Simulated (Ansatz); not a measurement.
Structures of Te₂Mo: which is lowest?

Plane-wave DFT in Ansatz with scalar-relativistic PAW potentials, cutoff 420 eV, Γ-centred meshes chosen by cell and gap, Gaussian smearing with energies taken to zero width. Every cell was relaxed (cell and atoms) in a run of its own, within the symmetry of its start. Functional: PBE.

Relaxed structures (starts from databases or built by putting these elements on another compound's sites):
A. R3m, 3 atoms in the computed cell, a = 3.557 Å, c = 23.646 Å; sites (symmetry × multiplicity) Mo 3m × 3, Te 3m × 3 + 3m × 3; start: built
B. P6_3/mmc, 6 atoms in the computed cell, a = 3.557 Å, c = 15.332 Å; sites (symmetry × multiplicity) Te 3m. × 4, Mo -6m2 × 2; start: database

Problem. Rank them by energy. Could pressure change the order?

Solution.
| structure | group | E − E(lowest) (meV/atom) | V (Å³/atom) | gap on mesh (eV) |
| --- | --- | --- | --- | --- |
| B | P6_3/mmc | 0.0 | 27.99 | 1.02 |
| A | R3m | 0.9 | 28.78 | 1.07 |

B and A are level within the 2 meV/atom that separate runs leave open. The two lowest differ in volume by under 3 %, too little for a first-order estimate of what pressure does to that pair (other pairs aren't weighed here). Other structures may lie lower than all of these, and vibrations aren't counted.

Spin-orbit coupling is left out, which matters for the bands of heavy elements. Each cell of Te2Mo holds layers, and where no dispersion correction was added their binding is poorly described.